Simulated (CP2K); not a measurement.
Na in CP2K: convergence with eps scf

Input of the first run (eps scf 1.0E-3); the others differ in this setting and in those tied to it:

Contents of na_converge.inp:

```
&GLOBAL
  PROJECT na_converge
  RUN_TYPE ENERGY_FORCE
  PRINT_LEVEL LOW
&END GLOBAL
&FORCE_EVAL
  METHOD QS
  STRESS_TENSOR ANALYTICAL
  &DFT
    BASIS_SET_FILE_NAME BASIS_pob
    POTENTIAL_FILE_NAME POTENTIAL_UZH
    &MGRID
      CUTOFF 500
      REL_CUTOFF 60
      NGRIDS 5
    &END MGRID
    &QS
      METHOD GAPW
      EPS_DEFAULT 1.0E-10
    &END QS
    &KPOINTS
      SCHEME MONKHORST-PACK 8 8 8
      GAMMA_CENTERED T
      SYMMETRY T
      SYMMETRY_BACKEND SPGLIB
    &END KPOINTS
    &SCF
      SCF_GUESS ATOMIC
      EPS_SCF 1.0E-3
      MAX_SCF 100
      ADDED_MOS 8
      CHOLESKY OFF
      EPS_EIGVAL 1.0E-7
      &DIAGONALIZATION ON
        ALGORITHM STANDARD
      &END DIAGONALIZATION
      &MIXING ON
        METHOD BROYDEN_MIXING
        ALPHA 0.4
        BETA 1.5
        NBUFFER 8
      &END MIXING
      &SMEAR ON
        METHOD FERMI_DIRAC
        ELECTRONIC_TEMPERATURE [K] 580.226
      &END SMEAR
    &END SCF
    &XC
      &XC_FUNCTIONAL PBE
      &END XC_FUNCTIONAL
    &END XC
    &PRINT
      &KPOINTS ON
      &END KPOINTS
      &MULLIKEN ON
      &END MULLIKEN
      &MO ON
        ENERGIES T
        OCCUPATION_NUMBERS T
        &EACH
          QS_SCF 0
        &END EACH
        ADD_LAST NUMERIC
      &END MO
    &END PRINT
  &END DFT
  &SUBSYS
    &CELL
      ABC 3.7532005932 3.7532005932 3.7532005931
      ALPHA_BETA_GAMMA 119.5874121792 119.5874121792 90.7161210571
      PERIODIC XYZ
    &END CELL
    &COORD
      Na  0.0000000000 0.0000000000 0.0000000000
    &END COORD
    &KIND Na
      BASIS_SET pob-DZVP-rev2
      POTENTIAL ALL
      LEBEDEV_GRID 110
      RADIAL_GRID 80
    &END KIND
    &PRINT
      &ATOMIC_COORDINATES ON
      &END ATOMIC_COORDINATES
      &CELL ON
      &END CELL
    &END PRINT
  &END SUBSYS
  &PRINT
    &FORCES ON
    &END FORCES
    &STRESS_TENSOR ON
    &END STRESS_TENSOR
  &END PRINT
&END FORCE_EVAL
```

Potentials or basis: all electrons (GAPW); pob-DZVP-rev2 basis.

Command:

```sh
$ OMP_NUM_THREADS=1 cp2k.psmp -i na_converge.inp -o na_converge.out
```

This isn't the form of Na at room conditions, which is bcc.

Hardware: 1 thread of Arm Neoverse N1, with other jobs on the host.

```csv
eps scf,"energy less the tightest run, at zero smearing (meV/atom)",SCF cycles,CPU time (s),peak memory (GiB)
1.0E-3,0.01,5,5.1,0.23
1.0E-4,0.00,8,7.3,0.24
1.0E-5,0.00,10,8.9,0.25
1.0E-6,0.00,13,11,0.25
1.0E-7,0.00,16,13,0.25
1.0E-8,0.00,19,16,0.25
```

Against the tightest run, the energy stays within 1 meV/atom from 1.0E-3 on. The tightest run that finished is the yardstick and may itself not be fully converged.

Caveat, for the tightest run too: the basis of atomic orbitals isn't converged, which shifts pressures, moduli and gaps.
